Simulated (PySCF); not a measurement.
Work out the structure from these simulated measurements.

Elements present: C, H and N. Monoisotopic mass: 94.0651 u (electron mass counted); charge +1.

| Property | Result |
| --- | --- |
| UV, first state | lowest singlet excitation: 5.50 eV (225 nm, f = 0.005) [TDDFT CAM-B3LYP/def2-SVPD] |
| Rotational structure | rotational constants A, B, C: 5.461, 2.485, 1.724 GHz [PBE0-D3(BJ)/def2-SVP] |
| Valence photoelectron | vertical ionisation energy: 13.85 eV [ΔSCF CAM-B3LYP/def2-SVPD] |
| NMR, other nuclei | isotropic shieldings of nuclei other than C and H, by class: 195 (1 N) ppm [GIAO PBE0/pcSseg-1] |
| Couplings | largest of the computed one-bond spin–spin couplings (means over like bonds): 13C–1H +180.0 (×2), 13C–1H +178.9, 13C–1H +170.9 (×2), 15N–1H -78.5 (×3), 13C–13C +73.1 (×2), 13C–13C +62.8 (×2), 13C–13C +60.6 (×2), 15N–13C -6.0 Hz [B3LYP/pcJ-1, spin–dipole term left out for some pairs] |
| Polarisability | 70.8 au [CAM-B3LYP/def2-SVPD] |
| Triplet | lowest triplet excitation (Tamm–Dancoff): 4.11 eV [TDA CAM-B3LYP/def2-SVPD] |
| 13C NMR | chemical shifts (computed TMS as zero) by class: 143.9 (1 C), 140.8 (2 C), 125.8 (2 C), 125.1 (1 C) ppm [GIAO PBE0/pcSseg-1] |
| 1H NMR | chemical shifts (computed TMS as zero) by class: 8.42 (1 H), 8.28 (2 H), 7.60 (2 H), 6.00 (3 H) ppm [GIAO PBE0/pcSseg-1] |
| UV, strongest line | among the 10 lowest singlet transitions: S5 at 7.09 eV (175 nm, f = 0.562) [TDDFT CAM-B3LYP/def2-SVPD] |

The electronic properties come from PySCF, for the isolated species, density fitting. Levels stand in brackets. Isolated species at its PBE0-D3(BJ)/def2-SVP geometry, gas phase. NMR classes are plain means over equivalent atoms (diastereotopic ones count apart unless rotation or inversion swaps them), as if these changed places fast.

Question: Which formula fits the mass and the elements?

Answer: C6H8N (calculated 94.0651). No other formula that holds each of these elements comes within 0.0003 u with a fitting electron parity and a possible valence count.

Question: Give a SMILES that accounts for the data.

Answer: Numbering: `[NH3+:1][c:2]1[cH:3][cH:4][cH:5][cH:6][cH:7]1`. 6 carbons fall into 4 classes; from least to most shielded: aromatic CH carbon [C5] (143.9 ppm), aromatic CH carbon [C4/C6] (140.8 ppm, 2 C), aromatic CH carbon [C3/C7] (125.8 ppm, 2 C), aromatic carbon bearing nitrogen [C2] (125.1 ppm). Hydrogen classes from least to most shielded: 1 H on the para carbon, C5 (8.42 ppm), 2 H on the meta carbons, C4/C6 (8.28 ppm), 2 H on the ortho carbons, C3/C7 (7.60 ppm), 3 H on an ammonium nitrogen, N1 (6.00 ppm, a mean of values up to 0.7 ppm apart in this geometry). The other shieldings belong to: 195 ppm, ammonium nitrogen [N1]. The couplings run between: +180.0 Hz, aromatic CH carbon [C4] and its hydrogen (with 1 like pair); +178.9 Hz, aromatic CH carbon [C5] and its hydrogen; +170.9 Hz, aromatic CH carbon [C3] and its hydrogen (with 1 like pair); -78.5 Hz, ammonium nitrogen [N1] and its hydrogen (with 2 like pairs); +73.1 Hz, aromatic carbon bearing nitrogen [C2] and aromatic CH carbon [C3] (with 1 like pair); +62.8 Hz, aromatic CH carbon [C3] and aromatic CH carbon [C4] (with 1 like pair); +60.6 Hz, aromatic CH carbon [C4] and aromatic CH carbon [C5] (with 1 like pair); -6.0 Hz, ammonium nitrogen [N1] and aromatic carbon bearing nitrogen [C2]. The first electron is taken from the HOMO, whose largest Löwdin shares are 0.23 on an aromatic CH carbon, 0.20 on each of 2 atoms of one kind (aromatic CH carbon) and 0.17 on an aromatic CH carbon. By its constants the optimised geometry is an asymmetric top. Structure: `[NH3+]C1=CC=CC=C1`. Computed isomers that give other values at the same levels: `C[n+]1ccccc1` (smallest rotational constant: 1.814 GHz; this holds for the one conformer computed). The assignments are read from this structure; whether some other isomer fits the data as well wasn't checked.
